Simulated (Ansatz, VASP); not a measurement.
**Sc in VASP and in Ansatz**

INCAR

```
PREC = Accurate
ENCUT = 520
EDIFF = 1E-6
ISMEAR = -1
SIGMA = 0.05
LREAL = F
LASPH = T
NELM = 80
ALGO = Fast
ISIF = 2
LWAVE = F
LCHARG = F
NBANDS = 18
```

Contents of KPOINTS:

```
regular mesh
0
Gamma
  9 9 5
```

Contents of POSCAR:

```
Sc
1.0
    3.2867912771      0.0000000000      0.0000000000
   -1.6433956386      2.8464447429      0.0000000000
    0.0000000000      0.0000000000      5.2379076584
Sc
2
Direct
    0.6666666667      0.3333333333      0.7500000000
    0.3333333333      0.6666666667      0.2500000000
```

Contents of input.yaml:

```yaml
crystal:
  lattice:
    - [3.2867912771, 0.0, 0.0]
    - [-1.6433956386, 2.8464447429, 0.0]
    - [0.0, 0.0, 5.2379076584]
  atoms:
    - { symbol: Sc, position: [0.6666666667, 0.3333333333, 0.75] }
    - { symbol: Sc, position: [0.3333333333, 0.6666666667, 0.25] }
kpoints:
  mp_grid: { grid: [9, 9, 5] }
scf:
  occupations: { method: fermi_dirac, width: 0.05 }
hamiltonian:
  xc: lda
  pseudopotentials: { kind: all_electron, lapw: { basis_error: 0.001 } }
output:
  forces: true
  stress: true
  eigenvalues: true
```

Change from the starting cell: volume scaled by 0.98.

Alike in both runs: task single point; functional LDA; k mesh 9 × 9 × 5; occupations fermi-dirac, width 0.05 eV; no spin polarisation.

|  | VASP | Ansatz |
| --- | --- | --- |
| version | VASP 6.6.1 | Ansatz 0.2.0 |
| potentials or method | VASP PAW LDA potentials, release 64 (Sc_sv) | all-electron LAPW, scalar-relativistic |
| plane-wave cutoff (eV) | 520 | see its input |

Ansatz gave:

* gap on the k mesh at the Fermi level (eV): none
* pressure (GPa): -4.4
* largest component of the traceless stress (GPa): 1.20

Problem. Estimate VASP's values.

Solution. gap on the k mesh at the Fermi level (eV): none; pressure (GPa): -4.3; largest component of the traceless stress (GPa): 1.19.

A gap of «none» marks a metal or a gap that the smearing closes. Ansatz ran all-electron here, so the differences hold the error of VASP's frozen core and of both bases.
